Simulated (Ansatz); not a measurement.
## Trial inputs on Hg

The reference input for Ansatz (plane-wave DFT with PAW):

```yaml
crystal:
  lattice:
    - [3.3205578694, 0.0, 0.0]
    - [-1.4721436807, 3.0761348998, 0.0]
    - [-0.9583293978, -1.3972993748, 8.1206091033]
  atoms:
    - { symbol: Hg, position: [0.58607012, 0.74142229, 0.33525781] }
    - { symbol: Hg, position: [0.41392988, 0.25857771, 0.66474219] }
    - { symbol: Hg, position: [0.0, 0.0, 0.0] }
basis:
  ecutwfc: 420
kpoints:
  mp_grid: { grid: [6, 6, 2] }
hamiltonian:
  xc: pbe
scf:
  occupations: { method: gaussian, width: 0.1 }
output:
  forces: true
  stress: true
  eigenvalues: true
```

Command:

```bash
ansatz run input.yaml --threads 1 --pin off --max-ram 1331MiB --backend cpu --events-out ev --progress --plain --runs-dir out
```

The run converges in 7 SCF iterations on 40 irreducible k-points: pressure 0.46 GPa, largest force 0.059 eV/Å, no gap.

Settings here are deliberately varied, not converged. Each trial's input is given as a difference from the reference's; energies are extrapolated to zero smearing where there is one, and pressure is positive in compression.

Trial 1:

```diff
 basis:
+  precision: f64
 kpoints:
-  mp_grid: { grid: [6, 6, 2] }
+  mp_grid: { grid: [3, 4, 1] }
```

What does the program give?

The run converges in 6 SCF iterations on 7 irreducible k-points: energy 181 meV per atom below the reference, pressure -0.81 GPa, largest force 0.116 eV/Å.

Trial 2:

```diff
 kpoints:
-  mp_grid: { grid: [6, 6, 2] }
+  mp_grid: { kspacing: 0.49 }
 scf:
+  convergence: { dr2_threshold: "1e-5 eV" }
```

How does this run end?

The run converges in 6 SCF iterations on 26 irreducible k-points: energy 21.2 meV per atom above the reference, pressure 1.49 GPa, largest force 0.023 eV/Å, no gap. It warns that the SCF threshold is loose for the forces; that the SCF threshold is loose for the stress.